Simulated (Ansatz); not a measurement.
Crystal: BAs.

```
CELL_PARAMETERS angstrom
2.95701 0.00000 0.00000
0.00000 2.95701 0.00000
0.00000 0.00000 2.95701
ATOMIC_POSITIONS crystal
B 0.50000 0.50000 0.50000
As 0.00000 0.00000 0.00000
```

The cell was built by a generator and needn't be a form met in nature.

```yaml
Program: Ansatz 0.2.0
Task: relaxation of cell and atoms
Functional: HSEsol
Potentials_or_basis: Ansatz PAW
Cutoff: "420 eV (not typed: the program's choice for these potentials)"
k_mesh: 5 × 5 × 5
Occupations: fermi-dirac, width 0.05 eV
Spin: no spin polarisation
```

At the start: volume 12.93 Å³/atom.

Task: Where does the relaxation end?

Result: It ends after 6 steps and the volume is 11.72 Å³/atom (-9.3 %); space group Pm-3m (No. 221, to 0.05 Å).

Step by step:
```tsv
step	energy change (eV)	largest force (eV/Å)	volume (Å³)
1	0.0000	0.0000	25.86
2	-0.0769	0.0000	22.69
3	-0.0877	0.0000	23.63
4	-0.0884	0.0000	23.46
5	-0.0884	0.0000	23.45
6	-0.0873	0.0000	23.45
```

Final structure:
```yaml
crystal:
  lattice:
    - [2.86216, 0.00000, 0.00000]
    - [0.00000, 2.86216, 0.00000]
    - [0.00000, 0.00000, 2.86216]
  atoms:
    - { symbol: B, position: [0.50000, 0.50000, 0.50000] }
    - { symbol: As, position: [0.00000, 0.00000, 0.00000] }
```

Caveat: the k mesh is coarse (spacing up to 0.42 Å⁻¹), so the values aren't converged, least of all with exact exchange; the plane-wave basis is chosen anew once the cell has moved, so the energies of steps on either side of that aren't comparable; the PAW data sets come from PBE, with cores solved anew for the run's functional, which leaves a small shift of forces and pressure.
